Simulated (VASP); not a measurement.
# SiC (Imm2) in VASP: further runs

Runs on SiC. Level: LDA. Tasks: single point, relaxation of the atoms.

Program: VASP 6.6.1. These are calculated values, not measurements. Logs are shortened: lines on timing, memory, paths and dates and some standing lists are left out, and cuts for length are marked.

## 1. The cell of the first run

It takes space group Imm2 (No. 44, orthorhombic). The conventional cell has a = 3.031 Å, b = 3.058 Å, c = 4.338 Å, α = 90.00°, β = 90.00°, γ = 90.00°. Si (site symmetry mm2) has 4 C at 1.87 Å as nearest neighbours. C (site symmetry mm2) is surrounded by 4 Si at 1.87 Å.

The cell was built by a generator and isn't the measured one.

## 2. Single point, LDA (strained cell)

The input, INCAR:

```
PREC     = Accurate       # precision mode
ENCUT    = 520            # plane-wave cutoff, eV
EDIFF    = 1E-6           # SCF threshold, eV
ISMEAR   = 0              # smearing method
SIGMA    = 0.02           # smearing width, eV
LREAL    = F              # projectors in reciprocal space
LASPH    = T              # aspherical terms in the spheres
NELM     = 100            # most SCF steps
ALGO     = Fast           # electronic algorithm
ISIF     = 2              # what is computed and relaxed
LWAVE    = F              # write WAVECAR
LCHARG   = F              # write CHGCAR
NBANDS   = 11             # bands
```

The input, KPOINTS:

```
regular mesh
0
Gamma
  10 10 10
```

The input, POSCAR:

```
SiC
1.0
   -0.0097919702      2.1526800980      2.1691776867
    2.1526800980     -0.0097919702      2.1691776867
    2.1428881279      2.1428881279      0.0000000000
Si C
1 1
Direct
   -0.0004769236     -0.0004769236      0.0004769236
    0.2504769236      0.2504769236      0.2495230764
```

Potentials or basis: VASP PAW LDA potentials, release 64 (Si, C).

Command:

```bash
cat potpaw_LDA.64/Si/POTCAR potpaw_LDA.64/C/POTCAR > POTCAR
mpirun -np 1 vasp_std > vasp.out
```

OUTCAR:

```text
PREC = Accurate
   ENCUT = 520
   EDIFF = 1E-6
   ISMEAR = 0
   LREAL = F
   LASPH = T
   NELM = 100
   ISIF = 2

 ion  position               nearest neighbor table
   1  1.000  1.000  0.000-   2 1.87   2 1.87   2 1.87   2 1.87
   2  0.250  0.250  0.250-   1 1.87   1 1.87   1 1.87   1 1.87

  LATTYP: Found a body centered orthorhombic cell.
 ALAT       =     3.0305014531
 B/A-ratio  =     1.0091390400
 C/A-ratio  =     1.4315635351

  Lattice vectors:

 A1 = (   0.0097919702,  -2.1526800980,  -2.1691776867)
 A2 = (  -0.0097919701,   2.1526800981,  -2.1691776867)
 A3 = (   2.1526800980,  -0.0097919702,   2.1691776867)

Analysis of symmetry for initial positions (statically):
=====================================================================
 Subroutine PRICEL returns:
 Original cell was already a primitive cell.

 Routine SETGRP: Setting up the symmetry group for a
 body centered orthorhombic supercell.

 Subroutine GETGRP returns: Found  4 space group operations
 (whereof  4 operations were pure point group operations)
 out of a pool of  8 trial point group operations.

The static configuration has the point symmetry C_2v.

Analysis of symmetry for dynamics (positions and initial velocities):
=====================================================================
 Subroutine PRICEL returns:
 Original cell was already a primitive cell.

 Routine SETGRP: Setting up the symmetry group for a
 body centered orthorhombic supercell.

 Subroutine GETGRP returns: Found  4 space group operations
 (whereof  4 operations were pure point group operations)
 out of a pool of  8 trial point group operations.

The dynamic configuration has the point symmetry C_2v.

 Subroutine INISYM returns: Found  4 space group operations
 (whereof  4 operations are pure point group operations),
 and found     1 'primitive' translations

----------------------------------------------------------------------------------------

                                     Primitive cell

  volume of cell :      20.1037

  direct lattice vectors                    reciprocal lattice vectors
    -0.009791970  2.152680098  2.169177687    -0.231216859  0.231216859  0.230502094
     2.152680098 -0.009791970  2.169177687     0.231216859 -0.231216859  0.230502094
     2.142888128  2.142888128  0.000000000     0.233329959  0.233329959 -0.230502094

  length of vectors
     3.056052899  3.056052899  3.030501453     0.400067104  0.400067104  0.402513299
[... 89 lines left out ...]
   POTIM  = 0.5000    time-step for ionic-motion
   TEBEG  =    0.0;   TEEND  =   0.0 temperature during run
   PSTRESS=    0.0 pullay stress
   NELECT =       8.0000    total number of electrons
   NUPDOWN=      -1.0000    fix difference up-down
   EMIN   =  10.00;   EMAX   =-10.00  energy-range for DOS
   EFERMI =   0.00;   METHOD = LEGACY
   ISMEAR =     0;   SIGMA  =   0.02  broadening in eV -4-tet -1-fermi 0-gaus
   EFERMI_NEDOS =   21; number of points for ismear=-14 and -15
   IALGO  =     68    algorithm
   IMIX   =      4    mixing-type and parameters
     AMIX     =   0.40;   BMIX     =  1.00
     AMIX_MAG =   1.60;   BMIX_MAG =  1.00
  volume/ion in A,a.u.               =      10.05        67.83
  Fermi-wavevector in a.u.,A,eV,Ry     =   1.204148  2.275509 19.728065  1.449972
  Thomas-Fermi vector in A             =   2.339881
   LORBIT       =      0    0 simple, 1 ext, 2 COOP (PROOUT), +10 PAW based schemes
   GGA     = CA    functional components
   LHFCALC =     F    Hartree Fock is set to
   AEXX    =    0.0000 exact exchange contribution
   IVDW    =     0    specifies the selected vdW correction
   LEPSILON=     F    determine dielectric tensor
   LRPA    =     F    only Hartree local field effects (RPA)
 non-spin polarized calculation
 RMM-DIIS sequential band-by-band and
 Gauss-broadening in eV      SIGMA  =   0.02
  energy-cutoff  :      520.00
  volume of cell :       20.10
 maximum number of plane-waves:       552
   NGX = 11   NGY = 11   NGZ = 11

 number of electron       8.0000000 magnetization

 Free energy of the ion-electron system (eV)
  ---------------------------------------------------
  ext. energy  EPLUGINS =         0.00000000
  ---------------------------------------------------
  free energy    TOTEN  =       -16.63885335 eV

  energy without entropy =      -16.63885335  energy(sigma->0) =      -16.63885335

 E-fermi :   8.6222     XC(G=0): -11.6797

 val. band max:        8.4611035325   @ k =   0.0000   0.0000   0.0000
 cond. band min:       9.6491780681   @ k =   0.5000  -0.0000   0.5000
 fundamental gap:      1.1880745356
 Fermi energy:         8.6222211269

 k-point     1 :       0.0000    0.0000    0.0000
  band No.  band energies     occupation
      1      -7.1494      2.00000
      2       8.3584      2.00000
      3       8.3636      2.00000
      4       8.4611      2.00000
      5      14.9995      0.00000
      6      15.6801      0.00000
      7      15.8262      0.00000
      8      15.8799      0.00000
      9      22.8991      0.00000
     10      23.1409      0.00000
     11      25.0144      0.00000
[... 309 lines left out ...]
 k-point    24 :       0.4000    0.3000    0.0000
  band No.  band energies     occupation
      1      -3.9396      2.00000
      2       2.7706      2.00000
      3       5.1388      2.00000
      4       5.8470      2.00000
      5      11.2727      0.00000
      6      14.0609      0.00000
      7      20.1630      0.00000
      8      20.4906      0.00000
      9      22.2705      0.00000
     10      26.6801      0.00000
     11      29.8986      0.00000

 [... further k-points ...]

------------------------ aborting loop because EDIFF is reached ----------------------------------------

  FORCE on cell =-STRESS in cart. coord.  units (eV):
  Direction    XX          YY          ZZ          XY          YZ          ZX
  --------------------------------------------------------------------------------------
  -------------------------------------------------------------------------------------
  Total        0.3936520      0.3936520      0.1372226      0.2959244     -0.0000000     -0.0000000
  in kB       31.3724147     31.3724147     10.9360629     23.5839352     -0.0000000     -0.0000000
  external PRESSURE =      24.5602974 kB  Pullay stress =       0.0000000 kB

 VOLUME and BASIS-vectors are now :
 -----------------------------------------------------------------------------
  energy-cutoff  :      520.00
  volume of cell :       20.10
      direct lattice vectors                 reciprocal lattice vectors
    -0.009791970  2.152680098  2.169177687    -0.231216859  0.231216859  0.230502094
     2.152680098 -0.009791970  2.169177687     0.231216859 -0.231216859  0.230502094
     2.142888128  2.142888128  0.000000000     0.233329959  0.233329959 -0.230502094

 POSITION                                       TOTAL-FORCE (eV/Angst)
 -----------------------------------------------------------------------------------
      2.14289      2.14289      4.33629         0.000000      0.000000     -0.000574
      1.07144      1.07144      1.08666        -0.000000     -0.000000      0.000574
 -----------------------------------------------------------------------------------
    total drift:                                0.000000      0.000000     -0.000066

  FREE ENERGIE OF THE ION-ELECTRON SYSTEM (eV)
  ---------------------------------------------------
  free  energy   TOTEN  =       -16.6388533519 eV

  energy  without entropy=      -16.6388533519  energy(sigma->0) =      -16.63885335
```

OSZICAR:

```text
N       E                     dE             d eps       ncg     rms          rms(c)
DAV:   1     0.196213321139E+01    0.19621E+01   -0.39004E+03  3914   0.611E+02
DAV:   2    -0.181262415850E+02   -0.20088E+02   -0.19017E+02  4721   0.112E+02
DAV:   3    -0.187603953447E+02   -0.63415E+00   -0.63304E+00  4578   0.162E+01
DAV:   4    -0.187629996311E+02   -0.26043E-02   -0.26042E-02  4324   0.135E+00
DAV:   5    -0.187630118890E+02   -0.12258E-04   -0.12258E-04  4699   0.846E-02    0.938E+00
RMM:   6    -0.167330232385E+02    0.20300E+01   -0.20163E+00  3782   0.743E+00    0.376E+00
RMM:   7    -0.166619185706E+02    0.71105E-01   -0.35847E-01  4016   0.361E+00    0.193E+00
RMM:   8    -0.166448675865E+02    0.17051E-01   -0.53477E-02  4052   0.161E+00    0.455E-01
RMM:   9    -0.166390029458E+02    0.58646E-02   -0.44016E-03  4411   0.448E-01    0.144E-01
RMM:  10    -0.166388468234E+02    0.15612E-03   -0.14354E-03  4426   0.225E-01    0.539E-02
RMM:  11    -0.166388612625E+02   -0.14439E-04   -0.12937E-04  4217   0.885E-02    0.160E-02
RMM:  12    -0.166388531107E+02    0.81518E-05   -0.39126E-05  4371   0.405E-02    0.910E-03
RMM:  13    -0.166388533519E+02   -0.24123E-06   -0.50900E-06  4375   0.179E-02
   1 F= -.16638853E+02 E0= -.16638853E+02  d E =-.737836E-33
```

Run time: 12 s. Hardware: 1 thread of Intel Xeon 6975P-C (Granite Rapids), shared host; peak memory 0.15 GiB.

Results:

```yaml
Free_energy: -16.6389 eV
Pressure: 2.5 GPa
Band_gap_on_the_k_mesh: 1.19 eV, indirect (least direct gap 4.43 eV)
```

Stress tensor (GPa, compression positive):
```
3.14 2.36 0.00
2.36 3.14 0.00
0.00 0.00 1.09
```

A k mesh can miss the band edges.

## 3. Relaxation of the atoms, LDA (strained cell)

Edit INCAR of step 2 so:

```diff
@@ -8,3 +8,3 @@
 NELM     = 100            # most SCF steps
-ALGO     = Fast           # electronic algorithm
+ALGO     = Normal         # electronic algorithm
 ISIF     = 2              # what is computed and relaxed
@@ -12,2 +12,5 @@
 LCHARG   = F              # write CHGCAR
-NBANDS   = 11             # bands
+GGA      = CA             # functional
+IBRION   = 2              # ionic algorithm
+NSW      = 60             # ionic steps
+EDIFFG   = -0.002         # ionic threshold
```

KPOINTS is that of step 2.

The input, POSCAR:

```
SiC
1.0
   -0.0097919702      2.1526800980      2.1691776867
    2.1526800980     -0.0097919702      2.1691776867
    2.1428881279      2.1428881279      0.0000000000
Si C
1 1
Direct
   -0.0005083313     -0.0005083313      0.0005083313
    0.2505083313      0.2505083313      0.2494916687
```

Potentials or basis: VASP PAW LDA potentials, release 64 (Si, C).

Command:

```bash
cat potpaw_LDA.64/Si/POTCAR potpaw_LDA.64/C/POTCAR > POTCAR
mpirun -np 1 vasp_std > vasp.out
```

Wall time 16 s (1 thread of Intel Xeon 6975P-C (Granite Rapids), shared host); peak memory 0.14 GiB.

The run converged. Its results:

```
Free energy               : -16.6389 eV
Energy gained by relaxing : 0.0 meV/atom
Ionic steps               : 3
Pressure after relaxing   : 2.5 GPa
Band gap on the k mesh    : 1.19 eV, indirect (least direct gap 4.43 eV)
```

Stress tensor (GPa, compression positive):
```
3.15 2.37 0.00
2.37 3.15 0.00
0.00 0.00 1.11
```

Final structure:
```
CELL_PARAMETERS angstrom
-0.00979 2.15268 2.16918
2.15268 -0.00979 2.16918
2.14289 2.14289 0.00000
ATOMIC_POSITIONS crystal
Si 0.99952 0.99952 0.00048
C 0.25048 0.25048 0.24952
```

Levels at points of the mesh, in eV from the valence-band top:
```
           k point  band 1  band 2  band 3  band 4  band 5  band 6  band 7  band 8
(0.00, 0.00, 0.00)  -15.61   -0.10   -0.10    0.00    6.54    7.22    7.37    7.42
(0.50, 0.00, 0.00)  -11.92   -8.80   -1.16   -1.03    5.64    7.14    7.32   10.04
(0.50, 0.50, 0.00)  -10.41   -8.04   -3.34   -3.17    1.26    4.32   14.11   14.13
(0.00, 0.00, 0.50)  -11.85   -8.77   -1.19   -1.13    5.52    7.11    7.16    9.99
(0.50, 0.00, 0.50)  -10.35   -7.94   -3.35   -3.34    1.19    4.18   13.96   14.19
```

A k mesh can miss the band edges.
